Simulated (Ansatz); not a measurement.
The structure comes from a relaxation in the same program, started in the zincblende type, and has space group F-43m. Whether it is a known phase or the ground state wasn't checked.

Input and log of a run on KI: DFT, PBE, all-electron LAPW, scalar-relativistic (Ansatz 0.2.0).

Command: `ansatz run input.yaml --threads 1 --pin off --max-ram 2048MiB --backend cpu --events-out ev --progress --plain --runs-dir out` The run took 24 s on 1 thread of Arm Neoverse V1, on a shared host, peak memory 0.28 GiB.

```yaml
crystal:
  lattice:
    - [0.0, 3.9945620004, 3.9945620004]
    - [3.9945620004, 0.0, 3.9945620004]
    - [3.9945620004, 3.9945620004, 0.0]
  atoms:
    - { symbol: K, position: [0.0, 0.0, 0.0] }
    - { symbol: I, position: [0.25, 0.25, 0.25] }
kpoints:
  mp_grid: { grid: [9, 9, 9] }
  band_path:
    path:
      - [0.0, 0.0, 0.0]
      - [-0.5, -0.5, 0.0]
      - [-0.375, -0.375, 0.25]
      - [-0.375, 0.0, 0.375]
      - [0.0, 0.0, 0.0]
      - [0.0, 0.0, 0.5]
      - [-0.5, -0.25, 0.25]
      - [-0.5, -0.5, 0.0]
    npoints: 14
scf:
  occupations: { method: fermi_dirac, width: 0.03 }
hamiltonian:
  xc: pbe
  pseudopotentials: { kind: all_electron, lapw: { basis_error: 0.0005 } }
output:
  forces: true
  stress: true
  eigenvalues: true
  populations: true
  dos: { projected: true, de: 0.2, e_range: [-14, 8] }
```

Output:

```
K: projections on atomic orbitals take those of the free atom 1s2 2s2 2p6 3s2 3p6 4s1, of charge +0.00 (hamiltonian.pseudopotentials.projection_atoms)
I: projections on atomic orbitals take those of the free atom 1s2 2s2 2p6 3s2 3p6 3d10 4s2 4p6 4d10 5s2 5p5, of charge +0.00 (hamiltonian.pseudopotentials.projection_atoms)
LAPW: plane waves up to 5.909 Å⁻¹, error target 5.0e-4 eV per atom; small_component_spin mean_spin; K in spheres of 1.689 Å, 9 of its electrons in bands, Dirac shells []; I in spheres of 1.770 Å, 25 of its electrons in bands, Dirac shells []
Engine: ansatz 0.2.0
Pseudopotentials: kind: all_electron
Pseudopotential: K, LAPW, valence charge 9, Koelling and Harmon's equation, gaussian nucleus
Pseudopotential: I, LAPW, valence charge 25, Koelling and Harmon's equation, gaussian nucleus
Functional definition: PBE
  parameter kappa = 0.804
  parameter beta = 0.06672455060314922
  exchange = pbe_x(kappa = kappa, mu = beta*pi^2/3)
  correlation = pbe_c(beta = beta)
Crystal: 2 atoms, lattice volume = 127.479 Å³
Basis set: ecut = 133.0430436883467 eV, 459 PW (Γ), exchange–correlation at level 2
Bands: 21, of which v1, the nominal top of the filled ones, is band 17 counted from 1 (16 counted from 0)
Symmetry: 24 space group operations
Space group: F-43m (ITA 216), of the structure as read, at distance tolerance 5.0e-5 Å
k-points: 35 of 729 (time reversal used)
Non-local potential: K, projectors of the file, none
Non-local potential: I, projectors of the file, none
Initial density: superposition of atomic densities (chi_scale 0.1, normalization cell, long waves kept (reshape's long-wave potential 0.00 eV rms))
Initial wavefunctions: plane waves of lowest kinetic energy (no species holds an atomic orbital)
Functional: x = pbe(κ = 0.804, μ = 0.2195149727645171), c = pbe(β = 0.06672455060314922)
iter 1 solved again at ethr=1.60e-3 eV; its pass at ethr=1.00e-1 eV (dr2=5.45e-1 eV) is discarded
SCF iter   1: F=—  HF=-210029.511045 eV  |F-HF|=—  |Δ(HF+E_count)|=         —  Δρ=1.05e-2  dr2=5.44e-1  ethr=1.60e-3  ⟨swp⟩=2.3  Hψ=4707  notcnv=0
preconditioner: auto → none  [insulator: Δε(μ)=4.356 eV  Ē_g=13.362 eV  σ=0.030 eV  W_gap=1.00  n_scr=14 (ndim 8)  ℏωp=12.3 eV  f_vac=0.340  D(μ)=0.00/eV (n_scr^D=0)  ε∞_Penn≈1.8]
iter 2 solved again at ethr=9.89e-5 eV; its pass at ethr=1.60e-3 eV (dr2=3.36e-2 eV) is discarded
SCF iter   2: F=—  HF=-210029.311098 eV  |F-HF|=—  |Δ(HF+E_count)|=   2.00e-1  Δρ=2.74e-3  dr2=3.36e-2  ethr=9.89e-5  ⟨swp⟩=2.1  Hψ=4080  notcnv=0
SCF iter   3: F=—  HF=-210029.322787 eV  |F-HF|=—  |Δ(HF+E_count)|=         —  Δρ=1.28e-3  dr2=7.88e-3  ethr=9.87e-5  ⟨swp⟩=3.0  Hψ=2551  notcnv=0
the basis was enlarged: its passes take 215.6 KiB over the memory plan, 1 of 1 planned eigensolver slots
SCF iter   4: F=—  HF=-210029.327984 eV  |F-HF|=—  |Δ(HF+E_count)|=   5.20e-3  Δρ=1.97e-4  dr2=1.09e-4  ethr=2.32e-5  ⟨swp⟩=3.0  Hψ=2562  notcnv=0
SCF iter   5: F=—  HF=-210029.328191 eV  |F-HF|=—  |Δ(HF+E_count)|=   2.07e-4  Δρ=2.46e-5  dr2=9.02e-7  ethr=3.20e-7  ⟨swp⟩=3.0  Hψ=2414  notcnv=0
SCF iter   6: F=-210029.328203 eV  HF=-210029.328203 eV  |F-HF|=4.59e-8  |Δ(HF+E_count)|=   1.18e-5  Δρ=3.20e-6  dr2=1.38e-8  ethr=2.65e-9  ⟨swp⟩=3.0  Hψ=2383  notcnv=0
SCF 1 converged in 6 iterations: F = -210029.328203 eV  dr2 = 1.38e-8
NSCF: frozen V_eff on 99 k-points
SCF converged after 6 iterations
Free energy (F): -210029.328203 eV
Harris-Foulkes:  -210029.328203 eV  (|F-HF|=4.59e-8)
Internal energy: -210029.328203 eV  (E = F + TS)
E sigma→0 (E₀):  -210029.328203 eV
Fermi energy:    2.261539 eV
--- Per-component energies (eV) ---
  E_band       = -1628.431859
  E_kinetic    = 221443.923247
  E_xc         = -5851.251929
  E_electrostatic = -425621.999521  (all electrons and nuclei)
  E_smearing   = -0.000000  (= −TS)
  E_closure    = 0.000000  (closes the sum)
  E_atoms      = -210023.970342  (free atoms, spherical and without spin; not in F)
  Σ components = -210029.328203   (vs F -210029.328203, Δ=0.00e0)
  Basis errors (estimates in eV, not in F): energy 2.5e-4 per atom: plane waves 2.3e-4 (1.3e-4 summed), levels above the bands 5.2e-90, relativity 8.0e-9, radial functions 2.4e-5, core shells 1.0e-7; eigenvalues (radial functions only) 8.1e-7; not estimated: angular momenta, meshes, grids; target (lapw.basis_error) 5.0e-4; muffin-tin radii K 1.689 Å, I 1.770 Å
--- Forces (eV/Å), atoms counted from 1 ---
  atom   1  K      0.00000000    -0.00000000     0.00000000
  atom   2  I     -0.00000000     0.00000000    -0.00000000
  max |Σ_I F_I| component: 3.47e-18 eV/Å
--- Stress (GPa, compression-positive) ---
        0.005901       0.000000      -0.000000
        0.000000       0.005901       0.000000
       -0.000000       0.000000       0.005901
  P = ⅓ Tr σ = 0.0059 GPa (0.059 kbar)
--- Band table (eV; the first three rows and the last of 35) ---
  k-point 0: bands = ["-172.3459", "-119.3371", "-119.3371", "-119.3371", "-42.1323", "-42.1323", "-42.1323", "-42.1309", "-42.1309", "-28.2913", "-11.7832", "-11.7832", "-11.7832", "-9.7871", "0.2206", "0.2206", "0.2206", "4.1189", "7.7419", "7.7419", "8.3417"]
  k-point 1: bands = ["-172.3459", "-119.3371", "-119.3371", "-119.3371", "-42.1323", "-42.1323", "-42.1323", "-42.1309", "-42.1309", "-28.2913", "-11.7892", "-11.7835", "-11.7835", "-9.7766", "0.1557", "0.2198", "0.2198", "4.3026", "7.6102", "7.6102", "8.1566"]
  k-point 2: bands = ["-172.3459", "-119.3371", "-119.3371", "-119.3371", "-42.1323", "-42.1323", "-42.1323", "-42.1309", "-42.1309", "-28.2912", "-11.8043", "-11.7843", "-11.7843", "-9.7504", "0.0096", "0.2175", "0.2175", "4.7709", "7.4394", "7.4394", "7.7080"]
  k-point 34: bands = ["-172.3459", "-119.3371", "-119.3371", "-119.3371", "-42.1323", "-42.1323", "-42.1323", "-42.1309", "-42.1309", "-28.2908", "-11.8403", "-11.7918", "-11.7892", "-9.6732", "-0.0991", "0.0049", "0.1596", "5.8355", "6.6629", "7.3584", "7.9505"]
--- Löwdin populations: 2 sites ---
  site symbol       q [e]
     0      K     18.2659
     1      I     53.6886
  spilling = 0.000632 (of n_electrons = 72.000000)
```
